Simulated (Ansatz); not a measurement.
**NiO: shifting one sublattice**

The task, for NiO: map the energy as every Ni atom is pushed off its site.

Computed with Ansatz 0.2.0 (DFT PBEsol, scalar-relativistic, plane waves, PAW, unless a step's input says otherwise).

**1. Starting point**

The structure is cubic, space group Fm-3m (No. 225). Conventional cell: a = 4.183 Å, b = 4.183 Å, c = 4.183 Å, α = 90.00°, β = 90.00°, γ = 90.00°. Ni (site symmetry m-3m) has 6 O at 2.09 Å as nearest neighbours. O (site symmetry m-3m) has 6 Ni at 2.09 Å as nearest neighbours.

As a file:

```cif
data_structure
_symmetry_space_group_name_H-M 'Fm-3m'
_symmetry_Int_Tables_number 225
_cell_length_a 4.1826
_cell_length_b 4.1826
_cell_length_c 4.1826
_cell_angle_alpha 90.000
_cell_angle_beta 90.000
_cell_angle_gamma 90.000
_cell_volume 73.17
loop_
_atom_site_label
_atom_site_type_symbol
_atom_site_symmetry_multiplicity
_atom_site_Wyckoff_symbol
_atom_site_fract_x
_atom_site_fract_y
_atom_site_fract_z
_atom_site_occupancy
Ni1 Ni 4 a 0.00000 0.00000 0.00000 1
O1 O 4 b 0.50000 0.00000 0.00000 1
```

The cell is taken as given, not relaxed at this level.

**2. Zero of the scan**

input.yaml reads:

```yaml
crystal:
  lattice:
    - [0.0, 2.09131, 2.09131]
    - [2.09131, 0.0, 2.09131]
    - [2.09131, 2.09131, 0.0]
  atoms:
    - { symbol: Ni, position: [0.0, 0.0, 0.0], spin: 1.05 }
    - { symbol: O, position: [0.5, 0.5, 0.5], spin: 0.17 }
basis:
  ecutwfc: 420
kpoints:
  mp_grid: { grid: [20, 20, 20] }
hamiltonian:
  xc: pbesol
scf:
  occupations: { method: gaussian, width: 0.15 }
output:
  forces: true
  stress: true
  eigenvalues: true
  populations: true
magnetization:
  spin_polarized: true
```

Launch:

```bash
$ ansatz run input.yaml --threads 1 --pin off --max-ram 2560MiB --backend cpu --events-out ev --progress --plain --runs-dir out
```

**3. Next: shifting one sublattice**

Every Ni atom is moved by x along the Cartesian unit vector (0.577, 0.577, 0.577); the cell and all other atoms stay fixed. Forces below are components along that vector, summed over the moved atoms.

**4. x = -0.200 Å**

input.yaml, as its differences from that of step 2:

```diff
@@ -6,3 +6,3 @@
   atoms:
-    - { symbol: Ni, position: [0.0, 0.0, 0.0], spin: 1.05 }
+    - { symbol: Ni, position: [-0.0276071108, -0.0276071108, -0.0276071108], spin: 1.05 }
     - { symbol: O, position: [0.5, 0.5, 0.5], spin: 0.17 }
```

**5. At x = 0.150 Å**

input.yaml, as its differences from that of step 4:

```diff
@@ -6,3 +6,3 @@
   atoms:
-    - { symbol: Ni, position: [-0.0276071108, -0.0276071108, -0.0276071108], spin: 1.05 }
+    - { symbol: Ni, position: [0.0207053331, 0.0207053331, 0.0207053331], spin: 1.05 }
     - { symbol: O, position: [0.5, 0.5, 0.5], spin: 0.17 }
```

**6. Point x = -0.100 Å**

input.yaml, as its differences from that of step 5:

```diff
@@ -6,3 +6,3 @@
   atoms:
-    - { symbol: Ni, position: [0.0207053331, 0.0207053331, 0.0207053331], spin: 1.05 }
+    - { symbol: Ni, position: [-0.0138035554, -0.0138035554, -0.0138035554], spin: 1.05 }
     - { symbol: O, position: [0.5, 0.5, 0.5], spin: 0.17 }
```

**7. At x = 0.050 Å**

input.yaml, as its differences from that of step 6:

```diff
@@ -6,3 +6,3 @@
   atoms:
-    - { symbol: Ni, position: [-0.0138035554, -0.0138035554, -0.0138035554], spin: 1.05 }
+    - { symbol: Ni, position: [0.0069017777, 0.0069017777, 0.0069017777], spin: 1.05 }
     - { symbol: O, position: [0.5, 0.5, 0.5], spin: 0.17 }
```

(Steps that only read results are left out.)

What does the calculation give?

As calculated:

```
                                                        quantity       value
force constant along x, from the points at -0.100, 0 and 0.050 Å  2.40 eV/Å²
```

What this shows: The restoring force grows by 2.40 eV/Å per Å near the site. No sampled point lies below the undisturbed cell. With one magnetic atom in the cell only ferromagnetic order fits, and no U was applied, so an antiferromagnetic state was not tested. Without a U such compounds often come out metallic though many are antiferromagnetic insulators.
